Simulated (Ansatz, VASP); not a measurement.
# Hf27Ga20As20O54 (amorphous HfO2 against GaAs(110), 12.0 A): VASP beside Ansatz

Aim: how closely do two programs agree when they are given the same cell, functional and k mesh? Of the first pair: The structure shown is the start of the Ansatz relaxation below; VASP solves that cell, so the two are compared at the walk's first step.

Calculated with Ansatz 0.2.0; plane waves, with VASP 6.6.1 beside it; single point at PBE.

## (1) The structure

The cell holds 121 atoms: 20 Ga, 20 As, 27 Hf and 54 O. Its edges and angles: a = 11.460 Å, b = 8.103 Å, c = 22.092 Å, α = 90.0°, β = 90.0°, γ = 90.0°. It derives from GaAs (5 planes of zincblende GaAs(110)). A slab of 5 planes of zincblende GaAs(110) (starting lattice constant a = 5.73 A), 11.46 x 8.10 A in plane. 81 atoms (27 Hf, 54 O) packed at random between the slab and its periodic image at 8.5 g/cm^3 (a layer of 12.0 A) and pushed apart as soft spheres. Langevin MD at fixed cell with the MACE-MP-0b2 small potential (Batatia et al., arXiv:2401.00096), steps of 2 fs: 0.84 ps at 3200 K with the crystal held, 3200 to 600 K in 2.4 ps with the crystal held, 600 to 300 K in 1.2 ps with its inner planes held; soft walls kept the melt out of the crystal while it was held. Then all atoms and the cell's height relaxed. The structure's axis is c.

## (2) Ansatz: relaxation, PBE

Ansatz runs on its default PAW (the set named soft_2) files.

The two programs are compared at the cell with which this relaxation starts, whose forces are those of its first step.

Contents of input.yaml:

```yaml
crystal:
  lattice:
    - [11.46, 0.0, 0.0]
    - [0.0, 8.10344, 0.0]
    - [0.0, 0.0, 22.09211]
  atoms:
    - { symbol: Ga, position: [0.0024, 0.97315, 0.31742] }
    - { symbol: As, position: [0.12547, 0.00441, 0.03754] }
    - { symbol: Ga, position: [0.24055, 0.74375, 0.03333] }
    - { symbol: As, position: [0.3719, 0.74718, 0.12531] }
    - { symbol: Ga, position: [0.25238, 0.26168, 0.02838] }
    - { symbol: As, position: [0.3729, 0.25105, 0.12484] }
    - { symbol: Ga, position: [0.00476, 0.00265, 0.12947] }
    - { symbol: As, position: [0.12348, 0.98968, 0.22307] }
    - { symbol: Ga, position: [0.00387, 0.49892, 0.13004] }
    - { symbol: As, position: [0.12459, 0.48996, 0.22273] }
    - { symbol: Ga, position: [0.24709, 0.23906, 0.21724] }
    - { symbol: As, position: [0.36742, 0.22951, 0.30984] }
    - { symbol: Ga, position: [0.24802, 0.74071, 0.21949] }
    - { symbol: As, position: [0.37029, 0.73079, 0.31142] }
    - { symbol: Ga, position: [0.00376, 0.48053, 0.31675] }
    - { symbol: As, position: [0.11165, 0.5, 0.03432] }
    - { symbol: As, position: [0.12475, 0.96805, 0.41013] }
    - { symbol: Ga, position: [0.26169, 0.70164, 0.41002] }
    - { symbol: Ga, position: [0.24241, 0.22791, 0.4038] }
    - { symbol: As, position: [0.1127, 0.47498, 0.41201] }
    - { symbol: Ga, position: [0.49594, 0.98116, 0.31027] }
    - { symbol: As, position: [0.62509, 0.00736, 0.03694] }
    - { symbol: Ga, position: [0.75121, 0.76091, 0.0419] }
    - { symbol: As, position: [0.87974, 0.75074, 0.13208] }
    - { symbol: Ga, position: [0.7376, 0.26993, 0.03892] }
    - { symbol: As, position: [0.87445, 0.2523, 0.12665] }
    - { symbol: Ga, position: [0.49743, 3.0e-05, 0.12619] }
    - { symbol: As, position: [0.62363, 0.98896, 0.219] }
    - { symbol: Ga, position: [0.49913, 0.49943, 0.12746] }
    - { symbol: As, position: [0.62663, 0.48872, 0.21827] }
[... 85 atom lines left out ...]
    - { symbol: O, position: [0.26303, 0.2081, 0.63185] }
    - { symbol: O, position: [0.61814, 0.04168, 0.75756] }
    - { symbol: O, position: [0.92355, 0.40139, 0.94826] }
    - { symbol: O, position: [0.01332, 0.06034, 0.66644] }
    - { symbol: O, position: [0.89863, 0.43682, 0.56016] }
    - { symbol: O, position: [0.82954, 0.91797, 0.50062] }
kpoints:
  mp_grid: { grid: [1, 1, 1] }
hamiltonian:
  xc: pbe
scf:
  occupations: { method: fermi_dirac, width: 0.025 }
output:
  forces: true
relax:
  f_tol: 0.08
  max_steps: 90
  cell: { fix: [a, b, alpha, beta, gamma] }
```

Command:

```sh
$ ansatz run input.yaml --threads 8 --pin off --max-ram 15872MiB --backend cpu --events-out ev --progress --plain --runs-dir out
```

Numbers of over 12 decimals in the logs are rounded to 6 here.

The program printed:

```text
Engine: ansatz 0.2.0, aarch64-unknown-linux-gnu
Pseudopotentials: kind: paw
Pseudopotential: Ga, paw, valence charge 13, recommended cutoff 420 eV (normal), Ga.paw.azcp
Pseudopotential: As, paw, valence charge 15, recommended cutoff 420 eV (normal), As.paw.azcp
Pseudopotential: Hf, paw, valence charge 26, recommended cutoff 420 eV (normal), Hf.paw.azcp
Pseudopotential: O, paw, valence charge 6, recommended cutoff 420 eV (normal), O.paw.azcp
Functional definition: PBE
  parameter kappa = 0.804
  parameter beta = 0.066725
  exchange = pbe_x(kappa = kappa, mu = beta*pi^2/3)
  correlation = pbe_c(beta = beta)
Crystal: 121 atoms, lattice volume = 2051.593 Å³
Basis set: ecut = 420 eV, 40169 PW (Γ), exchange–correlation on 160×120×300 points (8 copies of the dense FFT grid, shifted against one another)
Bands: 952, of which v1, the nominal top of the filled ones, is band 793 counted from 1 (792 counted from 0)
Symmetry: 1 space group operations
Space group: P1 (ITA 1), of the structure as read, at distance tolerance 1.3e-4 Å
k-points: 1
Non-local potential: Ga, projectors of the file, l = 0: 2, l = 1: 2, l = 2: 3, l = 3: 1
Non-local potential: As, projectors of the file, l = 0: 2, l = 1: 2, l = 2: 3, l = 3: 1
Non-local potential: Hf, projectors of the file, l = 0: 3, l = 1: 2, l = 2: 2, l = 3: 3
Non-local potential: O, projectors of the file, l = 0: 2, l = 1: 2, l = 2: 1
PAW form: soft (Blöchl's): semilocal exchange-correlation on the pseudo side does not see the compensation charge
PAW one-centre angular grid: Ga, 590 points (default); XC on 64 Gauss nodes
PAW one-centre angular grid: As, 590 points (default); XC on 64 Gauss nodes
PAW one-centre angular grid: Hf, 590 points (default); XC on 64 Gauss nodes
PAW one-centre angular grid: O, 110 points (default); XC on 64 Gauss nodes
Initial density: superposition of atomic densities (neutral atoms: chi_scale 0, normalization atom), corrected by the library's trained network
Initial wavefunctions: pseudopotential atomic-orbital guess
Functional: x = pbe(κ = 0.804, μ = 0.219515), c = pbe(β = 0.066725)
SCF iter   1: F=—  HF=-628024.870879 eV  |F-HF|=—  |Δ(HF+E_count)|=         —  Δρ=5.46e-3  dr2=2.62e0  ethr=1.77e-3  ⟨swp⟩=5.0  Hψ=2928  notcnv=0  defer=142
preconditioner: auto → LDOS  [insulator: Δε(μ)=0.092 eV  Ē_g=14.013 eV  σ=0.025 eV  W_gap=0.73  n_scr=620 (ndim 8)  ℏωp=28.0 eV  f_vac=0.137  D(μ)=19.09/eV (n_scr^D=78)  ε∞_Penn≈5.0  β→1.0]
SCF iter   2: F=—  HF=-628025.016407 eV  |F-HF|=—  |Δ(HF+E_count)|=   1.46e-1  Δρ=7.13e-3  dr2=1.70e0  ethr=1.65e-4  ⟨swp⟩=3.0  Hψ=1689  notcnv=0  defer=149
SCF iter   3: F=—  HF=-628024.690026 eV  |F-HF|=—  |Δ(HF+E_count)|=   3.26e-1  Δρ=2.12e-3  dr2=1.33e-1  ethr=1.07e-4  ⟨swp⟩=4.0  Hψ=1419  notcnv=0  defer=149
SCF iter   4: F=—  HF=-628024.676029 eV  |F-HF|=—  |Δ(HF+E_count)|=   1.40e-2  Δρ=1.16e-3  dr2=6.30e-2  ethr=8.38e-6  ⟨swp⟩=2.0  Hψ=1395  notcnv=0  defer=149
SCF iter   5: F=—  HF=-628024.670468 eV  |F-HF|=—  |Δ(HF+E_count)|=   5.56e-3  Δρ=6.26e-4  dr2=2.17e-2  ethr=3.97e-6  ⟨swp⟩=2.0  Hψ=1365  notcnv=0  defer=149
SCF iter   6: F=—  HF=-628024.668566 eV  |F-HF|=—  |Δ(HF+E_count)|=   1.90e-3  Δρ=4.06e-4  dr2=8.92e-3  ethr=1.37e-6  ⟨swp⟩=2.0  Hψ=1346  notcnv=0  defer=149
SCF iter   7: F=—  HF=-628024.667486 eV  |F-HF|=—  |Δ(HF+E_count)|=   1.08e-3  Δρ=2.70e-4  dr2=3.67e-3  ethr=5.62e-7  ⟨swp⟩=2.0  Hψ=1637  notcnv=0  defer=149
SCF iter   8: F=—  HF=-628024.667153 eV  |F-HF|=—  |Δ(HF+E_count)|=   3.34e-4  Δρ=1.79e-4  dr2=1.76e-3  ethr=2.32e-7  ⟨swp⟩=2.0  Hψ=1354  notcnv=0  defer=149
SCF iter   9: F=—  HF=-628024.667089 eV  |F-HF|=—  |Δ(HF+E_count)|=   6.39e-5  Δρ=1.24e-4  dr2=8.43e-4  ethr=1.11e-7  ⟨swp⟩=2.0  Hψ=1340  notcnv=0  defer=149
SCF iter  10: F=—  HF=-628024.667024 eV  |F-HF|=—  |Δ(HF+E_count)|=   6.52e-5  Δρ=9.34e-5  dr2=4.02e-4  ethr=5.32e-8  ⟨swp⟩=2.0  Hψ=1354  notcnv=0  defer=149
SCF iter  11: F=—  HF=-628024.666959 eV  |F-HF|=—  |Δ(HF+E_count)|=   6.47e-5  Δρ=6.24e-5  dr2=1.75e-4  ethr=2.53e-8  ⟨swp⟩=2.0  Hψ=1354  notcnv=0  defer=149
SCF iter  12: F=—  HF=-628024.667001 eV  |F-HF|=—  |Δ(HF+E_count)|=   4.21e-5  Δρ=3.98e-5  dr2=7.27e-5  ethr=1.10e-8  ⟨swp⟩=2.0  Hψ=1348  notcnv=0  defer=149
SCF iter  13: F=—  HF=-628024.668140 eV  |F-HF|=—  |Δ(HF+E_count)|=   1.14e-3  Δρ=2.49e-5  dr2=3.19e-5  ethr=4.58e-9  ⟨swp⟩=2.0  Hψ=1463  notcnv=0  defer=149
SCF iter  14: F=—  HF=-628024.668139 eV  |F-HF|=—  |Δ(HF+E_count)|=   1.42e-6  Δρ=1.65e-5  dr2=1.37e-5  ethr=2.01e-9  ⟨swp⟩=2.0  Hψ=1346  notcnv=0  defer=149
SCF iter  15: F=—  HF=-628024.668138 eV  |F-HF|=—  |Δ(HF+E_count)|=   9.34e-7  Δρ=1.25e-5  dr2=6.47e-6  ethr=8.63e-10  ⟨swp⟩=2.0  Hψ=1346  notcnv=0  defer=149
SCF iter  16: F=—  HF=-628024.668137 eV  |F-HF|=—  |Δ(HF+E_count)|=   6.38e-7  Δρ=7.47e-6  dr2=2.54e-6  ethr=4.08e-10  ⟨swp⟩=2.0  Hψ=1346  notcnv=0  defer=149
[...]
- { symbol: Ga, position: [0.010121, 0.462826, 0.311183] }
    - { symbol: As, position: [0.115724, 0.478998, 0.026950] }
    - { symbol: As, position: [0.113627, 0.949398, 0.421356] }
    - { symbol: Ga, position: [0.241255, 0.680271, 0.409154] }
    - { symbol: Ga, position: [0.228936, 0.206383, 0.401397] }
    - { symbol: As, position: [0.098538, 0.448029, 0.410147] }
    - { symbol: Ga, position: [0.493010, 0.962048, 0.314322] }
    - { symbol: As, position: [0.605518, -0.048181, 0.027956] }
    - { symbol: Ga, position: [0.743947, 0.735556, 0.049283] }
    - { symbol: As, position: [0.880479, 0.721481, 0.132890] }
    - { symbol: Ga, position: [0.737470, 0.218735, 0.027349] }
    - { symbol: As, position: [0.864492, 0.221139, 0.121348] }
    - { symbol: Ga, position: [0.502198, -0.029612, 0.128176] }
    - { symbol: As, position: [0.622208, 0.965473, 0.221703] }
    - { symbol: Ga, position: [0.500569, 0.474109, 0.130516] }
    - { symbol: As, position: [0.624488, 0.465493, 0.221405] }
    - { symbol: Ga, position: [0.755740, 0.213045, 0.218391] }
    - { symbol: As, position: [0.881568, 0.212763, 0.310115] }
    - { symbol: Ga, position: [0.755868, 0.719183, 0.224185] }
    - { symbol: As, position: [0.876981, 0.708851, 0.316018] }
    - { symbol: Ga, position: [0.483113, 0.462010, 0.307437] }
    - { symbol: As, position: [0.602175, 0.511450, 0.032767] }
    - { symbol: As, position: [0.619135, 0.960308, 0.405477] }
    - { symbol: Ga, position: [0.731823, 0.703722, 0.398805] }
    - { symbol: Ga, position: [0.730728, 0.214594, 0.388567] }
    - { symbol: As, position: [0.600612, 0.457967, 0.399111] }
    - { symbol: Hf, position: [0.721278, 0.443439, 0.525850] }
    - { symbol: Hf, position: [0.072614, 0.963894, 0.756524] }
    - { symbol: Hf, position: [0.664738, 0.035653, 0.529618] }
    - { symbol: Hf, position: [0.931652, 0.709424, 0.536255] }
    - { symbol: Hf, position: [0.957798, 0.199188, 0.893560] }
    - { symbol: Hf, position: [0.560476, 0.933739, 0.686301] }
    - { symbol: Hf, position: [0.235822, 0.694501, 0.875783] }
    - { symbol: Hf, position: [0.160918, 0.023678, 0.606850] }
    - { symbol: Hf, position: [0.571917, 0.550590, 0.653068] }
    - { symbol: Hf, position: [0.440663, 0.403416, 0.498458] }
    - { symbol: Hf, position: [0.499342, 0.694512, 0.937497] }
    - { symbol: Hf, position: [0.263116, 0.235592, 0.881853] }
    - { symbol: Hf, position: [0.874223, 0.965817, 0.645527] }
    - { symbol: Hf, position: [0.690276, 0.059687, 0.910498] }
    - { symbol: Hf, position: [0.771297, 0.474252, 0.938678] }
    - { symbol: Hf, position: [0.312192, 0.731837, 0.720898] }
    - { symbol: Hf, position: [0.399158, 0.748825, 0.548590] }
    - { symbol: Hf, position: [0.936986, 0.803498, 0.906872] }
    - { symbol: Hf, position: [0.800202, 0.671312, 0.767960] }
    - { symbol: Hf, position: [0.079384, 0.408394, 0.760890] }
    - { symbol: Hf, position: [0.883147, 0.386435, 0.645737] }
    - { symbol: Hf, position: [0.329769, 0.269739, 0.713879] }
    - { symbol: Hf, position: [0.763465, 0.201014, 0.782987] }
    - { symbol: Hf, position: [0.529335, 0.426690, 0.822802] }
    - { symbol: Hf, position: [0.165182, 0.427004, 0.584729] }
    - { symbol: Hf, position: [0.465172, 1.015263, 0.817827] }
    - { symbol: Hf, position: [0.944134, 0.134400, 0.510567] }
    - { symbol: O, position: [0.100636, 0.222873, 0.545442] }
    - { symbol: O, position: [0.191730, 0.781817, 0.790238] }
    - { symbol: O, position: [0.551174, 0.890798, 0.888345] }
    - { symbol: O, position: [0.850730, 0.640029, 0.853065] }
    - { symbol: O, position: [0.685678, 0.439845, 0.776049] }
    - { symbol: O, position: [0.00642521, 0.936337, 0.569017] }
    - { symbol: O, position: [0.566883, 0.204480, 0.863812] }
    - { symbol: O, position: [0.824790, 0.192045, 0.699325] }
    - { symbol: O, position: [0.792804, 0.242535, 0.473991] }
    - { symbol: O, position: [0.330222, 0.725012, 0.960175] }
    - { symbol: O, position: [0.821492, 0.702211, 0.971195] }
    - { symbol: O, position: [0.335016, 0.274150, 0.958916] }
    - { symbol: O, position: [0.095494, 0.619865, 0.545776] }
    - { symbol: O, position: [0.911394, 0.515109, 0.732901] }
    - { symbol: O, position: [0.867018, 0.021657, 0.940538] }
    - { symbol: O, position: [0.243653, 0.503974, 0.720518] }
    - { symbol: O, position: [0.093621, 0.719295, 0.921799] }
    - { symbol: O, position: [0.442615, 0.742250, 0.647377] }
    - { symbol: O, position: [0.388112, 0.262300, 0.806289] }
    - { symbol: O, position: [0.119318, 0.164949, 0.915925] }
    - { symbol: O, position: [0.172766, 0.190910, 0.759993] }
    - { symbol: O, position: [0.339065, 0.248933, 0.463126] }
    - { symbol: O, position: [0.775124, 0.275791, 0.876130] }
    - { symbol: O, position: [0.314488, 0.988299, 0.862017] }
[...]
- { symbol: O, position: [0.00435778, 0.953524, 0.840900] }
    - { symbol: O, position: [0.406170, 0.048087, 0.708778] }
    - { symbol: O, position: [0.257643, 0.224578, 0.632873] }
    - { symbol: O, position: [0.613600, 0.079907, 0.751915] }
    - { symbol: O, position: [0.932934, 0.395406, 0.945280] }
    - { symbol: O, position: [0.028803, 0.067800, 0.674201] }
    - { symbol: O, position: [0.895755, 0.454566, 0.553773] }
    - { symbol: O, position: [0.827909, 0.934674, 0.508722] }
```

## (3) VASP: single point, PBE, start cell, pair 1

The same cell, functional, mesh and smearing now go to VASP, with its own data sets.

Lines of VASP's logs that name or quote its potential files are left out, and so is its time.

Contents of INCAR:

```
SYSTEM = Hf27Ga20As20O54
PREC = Accurate
ENCUT = 520
EDIFF = 1E-06
NELM = 120
ISMEAR = -1
SIGMA = 0.025
LREAL = Auto
ALGO = Normal
GGA = PE
NBANDS = 576
LASPH = .TRUE.
LORBIT = 11
LWAVE = .FALSE.
LCHARG = .FALSE.
ISIF = 2
GGA_COMPAT = .FALSE.
EFERMI = MIDGAP
NCORE = 4
```

Contents of POSCAR:

```
Hf27Ga20As20O54
1.0
   11.4600000000      0.0000000000      0.0000000000
    0.0000000000      8.1034400000      0.0000000000
    0.0000000000      0.0000000000     22.0921100000
Ga As Hf O
20 20 27 54
Direct
    0.0023996510      0.9731546109      0.3174210159
    0.2405497382      0.7437458660      0.0333286409
    0.2523821990      0.2616789907      0.0283811732
    0.0047643979      0.0026531942      0.1294715625
    0.0038743455      0.4989239138      0.1300419018
    0.2470942408      0.2390589675      0.2172404537
    0.2480191972      0.7407101182      0.2194901257
    0.0037609075      0.4805243205      0.3167510935
    0.2616928447      0.7016402910      0.4100196858
    0.2424083770      0.2279155519      0.4038002708
    0.4959424084      0.9811635552      0.3102691413
    0.7512129145      0.7609114154      0.0419018374
    0.7376003490      0.2699347438      0.0389188719
    0.4974258290      0.0000246809      0.1261898479
    0.4991273997      0.4994298718      0.1274617952
    0.7519022688      0.2373683275      0.2191777970
    0.7512129145      0.7395747979      0.2233602856
    0.4911692845      0.4792162341      0.3050002920
    0.7336823735      0.6989377351      0.4050088470
    0.7346858639      0.2149951132      0.3943308267
    0.1254712042      0.0044055364      0.0375382886
    0.3719022688      0.7471765078      0.1253117063
    0.3728970332      0.2510538734      0.1248409500
    0.1234816754      0.9896784575      0.2230705895
    0.1245898778      0.4899647557      0.2227311017
    0.3674171030      0.2295074684      0.3098391236
    0.3702879581      0.7307884059      0.3114188731
    0.1116492147      0.4999975319      0.0343199450
    0.1247469459      0.9680456695      0.4101283218
    0.1126963351      0.4749834638      0.4120113470
[... 85 atom lines left out ...]
    0.2630279232      0.2080968083      0.6318500134
    0.6181413613      0.0416860000      0.7575600520
    0.9235514834      0.4013850908      0.9482616192
    0.0133158813      0.0603447425      0.6664415486
    0.8986300175      0.4368144887      0.5601592605
    0.8295375218      0.9179681715      0.5006221678
```

Contents of KPOINTS:

```
Automatic mesh
0
Gamma
1 1 1
0 0 0
```

PAW data sets: Ga_d, As, Hf_pv and O (PBE family, release 64).

Command:

```sh
$ mpirun -np 16 vasp_gam
```

The program printed:

```text
[banner, memory and clock lines left out]
running   16 mpi-ranks, on    1 nodes
[...]
LDA part: xc-table for (Slater+PW92), standard interpolation
 POSCAR, INCAR and KPOINTS ok, starting setup
[...]
entering main loop
       N       E                     dE             d eps       ncg     rms          rms(c)
DAV:   1     0.205139110114E+05    0.20514E+05   -0.40568E+05  1152   0.232E+03
DAV:   2     0.460550877029E+04   -0.15908E+05   -0.15094E+05  1160   0.721E+02
DAV:   3    -0.383014684103E+03   -0.49885E+04   -0.46634E+04  1600   0.305E+02
DAV:   4    -0.107832219672E+04   -0.69531E+03   -0.68262E+03  1680   0.116E+02
[...]
DAV:  22    -0.950964975931E+03   -0.19915E-05   -0.39910E-05  1352   0.189E-02    0.136E-02
DAV:  23    -0.950964978323E+03   -0.23920E-05   -0.23446E-05  1480   0.115E-02    0.704E-03
DAV:  24    -0.950964978574E+03   -0.25154E-06   -0.78898E-06  1104   0.927E-03
   1 F= -.95096498E+03 E0= -.95092690E+03  d E =-.761631E-01
```

Parts of OUTCAR (step 3):

```text
  FREE ENERGIE OF THE ION-ELECTRON SYSTEM (eV)
  ---------------------------------------------------
  free  energy   TOTEN  =      -950.9649785743 eV

  energy  without entropy=     -950.8888154930  energy(sigma->0) =     -950.92689703
```

The run ends at a pressure of 0.57 GPa, with forces up to 2.0 eV/Å.

## (4) Comparison

Known differences besides the potentials themselves: the data sets hold 1586 valence electrons in Ansatz (on its default PAW (the set named soft_2) files) and 954 in VASP; the cutoff is 420 eV in Ansatz and 520 eV in VASP (PREC = Accurate, projectors in real space). Total energies have different zeros and are not compared.

Forces on 9 of the 121 atoms, those with the largest forces and the largest differences (eV/Å; atoms numbered as in POSCAR):

```csv
atom,"Ansatz x, y, z","VASP x, y, z"
Ga2,"-0.739, 0.220, 1.248","-0.750, 0.227, 1.260"
Hf43,"-0.569, -0.225, -1.966","-0.565, -0.226, -1.899"
Hf47,"-0.429, -0.040, 1.517","-0.452, -0.077, 1.514"
Hf52,"-0.344, 0.228, 1.616","-0.361, 0.194, 1.607"
Hf54,"0.198, 0.529, 2.066","0.258, 0.579, 1.848"
Hf55,"-0.279, -0.592, 1.443","-0.208, -0.614, 1.314"
Hf67,"0.388, -0.169, -1.385","0.306, -0.268, -1.166"
O77,"0.640, -0.074, -1.224","0.729, -0.111, -1.376"
O78,"0.155, -0.071, -0.726","0.204, -0.150, -0.896"
```

The forces differ by 48 meV/Å r.m.s., which is 10.7 % of the r.m.s. force of 0.447 eV/Å (both taken over all components).

(Part 1 of 2 ends here.)

[Lines on the potential files, build, host, timing and source positions are cut from VASP's logs without a mark.]

[Logs are printed without paths, hosts, clocks, repeated set-up lines and the standing remarks that a program may print on its own settings, such as how far it seeks lower states.]

[Hosts, paths, dates, database ids (printed as entryN), source tags and the programs' standing remarks are cut or masked in the printed files.]
